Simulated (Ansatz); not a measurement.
CuO:

```
Cu O
1.0
    -2.34185    1.71130    0.00000
     0.85003    0.00000   -5.05787
    -2.34185   -5.13390    0.00000
Cu O
4 4
Direct
  0.24800 0.00060 0.24330
  0.74800 0.00060 0.74330
  0.99800 0.50060 0.49330
  0.49800 0.50060 0.99330
  0.70720 0.75060 0.28410
  0.20720 0.75060 0.78410
  0.78880 0.25060 0.20250
  0.30482 0.24579 0.75612
```

| Item | Value |
| --- | --- |
| Program | Ansatz 0.2.0 |
| Task | relaxation of cell and atoms |
| Functional | r2SCAN |
| Dispersion | D3(BJ) |
| Potentials or basis | Ansatz PAW |
| Cutoff | 500 eV (not typed: the program's choice for these potentials) |
| k mesh | 9 × 5 × 5 |
| Occupations | fermi-dirac, width 0.05 eV |
| Spin | no spin polarisation |

At the start: volume 10.13 Å³/atom.

Problem. Where does the relaxation end?

Solution. It ends after 14 steps and the volume is 10.60 Å³/atom (+4.6 %); space group P4_2/mmc (No. 131, to 0.05 Å).

Step by step:
```csv
step,energy change (eV),largest force (eV/Å),volume (Å³)
1,0.0000,2.5839,81.08
2,-0.1873,1.7877,81.14
3,-0.3870,0.6855,82.24
4,-0.4458,0.1044,83.16
5,-0.4599,0.0337,84.55
6,-0.4622,0.0209,84.19
7,-0.4650,0.0047,84.50
8,-0.4651,0.0059,84.51
9,-0.4651,0.0027,84.52
10,-0.4795,0.0027,84.52
11,-0.4834,0.0011,84.72
12,-0.4843,0.0066,84.85
13,-0.4844,0.0007,84.82
14,-0.4849,0.0007,84.82
```

Final structure:
```
Cu O
1.0
    -2.03280    2.03120   -0.15827
     0.39665    0.00085   -5.10240
    -2.03441   -6.09580   -0.15739
Cu O
4 4
Direct
  0.24999 0.00000 0.25000
  0.75000 0.00000 0.75000
  0.00000 0.50000 0.50000
  0.50001 0.50000 0.00000
  0.75014 0.74972 0.25003
  0.25015 0.74972 0.75004
  0.74985 0.25028 0.24997
  0.24986 0.25028 0.74996
```

Caveat: the plane-wave basis is chosen anew once the cell has moved, so the energies of steps on either side of that aren't comparable; the run has no spin polarisation, though such a crystal can be magnetic; pairwise dispersion overbinds metals, which lowers pressure and volume; the PAW data sets come from PBE, with cores solved anew for the run's functional, which leaves a small shift of forces and pressure; the dispersion damping was fitted for another functional or another form of the correction.
